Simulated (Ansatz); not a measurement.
A (001) slab of Si₂Mo (I4/mmm (No. 139)), 9 planes, outer planes Si (top) and Si (bottom), with 9 atoms (Si6Mo3) in a surface cell of A = 10.348 Å², as cut from the bulk:

```xyz
9
Lattice="3.2168 0.0000 0.0000 0.0000 3.2168 0.0000 0.0000 0.0000 25.4696" Properties=species:S:1:pos:R:3 pbc="T T T"
Si    0.0000    0.0000    7.5000
Mo    1.6084    1.6084    8.7983
Si    0.0000    0.0000   10.0965
Si    1.6084    1.6084   11.4365
Mo    0.0000    0.0000   12.7348
Si    1.6084    1.6084   14.0330
Si    0.0000    0.0000   15.3730
Mo    1.6084    1.6084   16.6713
Si    0.0000    0.0000   17.9696
```

Computed with DFT PBE, scalar-relativistic, plane waves, PAW (Ansatz). Plane waves to 420 eV, a k mesh through Γ of 11×11×1 on the computed 9-atom cell and Gaussian smearing (0.10 eV); no spin polarisation. The cell repeats along c with a dipole correction in the vacuum.

Against the same 9 atoms in the bulk, the slab as cut lies 3.050 eV higher and the relaxed slab 2.986 eV higher.

(1) Work out the surface energy before and after relaxation.

(2) What is the ideal work of this cut, per area?

Results:

(1) The slab has two faces, so γ = (E_slab − N·E_bulk)/(2A), the mean of both. As cut: 3.050/(2 × 10.348) = 0.1474 eV/Å², and 1 eV/Å² = 16.02 J/m², so γ = 2.36 J/m². Relaxed: 2.986/(2 × 10.348) = 0.1443 eV/Å² = 2.31 J/m². Relaxation recovers 2 % of the cost of cutting.

(2) Griffith's ideal work is 2γ: 4.72 J/m² if the new faces stay rigid, 4.62 J/m² if they relax. Other cuts parallel to this plane can cost less. One thickness was run, 9 planes, so γ can still shift with it.

The cut costs 2.31 J/m² per face after relaxation, and nearly all of that is the price of broken bonds. It passes between two adjacent Si planes, severing Si–Si contacts and also the Mo–Si contacts that reach across them along c. The outer Si atoms keep their Mo neighbours in the plane beneath, and the outermost Mo atoms lose only the Si directly beyond the face. This largely intact Mo–Si network, with its mixed covalent and metallic d–p bonding, probably explains why relaxation recovers so little.

The slab is stoichiometric and its two faces are equivalent by symmetry, so the mean is the energy of this one Si termination and needs no choice of chemical potential. The ideal work is a thermodynamic cost of separation; measured fracture energies also include plastic dissipation and crack roughness. With one Si atom per plane in the surface cell, neighbouring surface Si atoms cannot pair up or buckle against each other, so a reconstruction that lowers the energy further is not excluded.
